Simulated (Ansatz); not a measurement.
The system is CuO.

```
Cu O
1.0
     1.99097   -2.15355    0.00000
     1.99097    2.15355    0.00000
     0.00000    0.00000    5.15593
Cu O
2 2
Direct
  0.50000 0.00000 0.00000
  0.00000 0.50000 0.50000
  0.50000 0.50000 0.25000
  0.50000 0.50000 0.75000
```

Measurements of this composition are mostly on another form, of space group No. 15.

- Program: Ansatz 0.2.0
- Task: relaxation of cell and atoms
- Functional: revPBE
- Potentials or basis: Ansatz PAW
- Cutoff: 420 eV (not typed: the program's choice for these potentials)
- k mesh: 9 × 9 × 5
- Occupations: fermi-dirac, width 0.05 eV
- Spin: no spin polarisation

At the start: volume 11.05 Å³/atom.

Q: Where does the relaxation end?

A: It ends after 11 steps and the volume is 11.49 Å³/atom (+4.0 %); space group P4_2/mmc (No. 131, to 0.05 Å).

Step by step:
| step | energy change (eV) | largest force (eV/Å) | volume (Å³) |
| --- | --- | --- | --- |
| 1 | 0.0000 | 0.0000 | 44.21 |
| 2 | -0.0173 | 0.0000 | 45.03 |
| 3 | -0.0223 | 0.0000 | 45.87 |
| 4 | -0.0225 | 0.0000 | 45.89 |
| 5 | -0.0228 | 0.0000 | 45.85 |
| 6 | -0.0315 | 0.0000 | 45.85 |
| 7 | -0.0319 | 0.0000 | 45.96 |
| 8 | -0.0319 | 0.0000 | 45.97 |
| 9 | -0.0327 | 0.0000 | 45.97 |
| 10 | -0.0327 | 0.0000 | 45.98 |
| 11 | -0.0327 | 0.0000 | 45.98 |

Final structure:
```
Cu O
1.0
     2.10416   -2.10931    0.00000
     2.10416    2.10931    0.00000
     0.00000    0.00000    5.17960
Cu O
2 2
Direct
  0.50000 0.00000 0.00000
  0.00000 0.50000 0.50000
  0.50000 0.50000 0.25000
  0.50000 0.50000 0.75000
```

Caveat: the plane-wave basis is chosen anew once the cell has moved, so the energies of steps on either side of that aren't comparable; the pressure holds a Pulay correction of +0.6 GPa for the finite cutoff; the run has no spin polarisation, though such a crystal can be magnetic; the PAW data sets come from PBE, with cores solved anew for the run's functional, which leaves a small shift of forces and pressure.
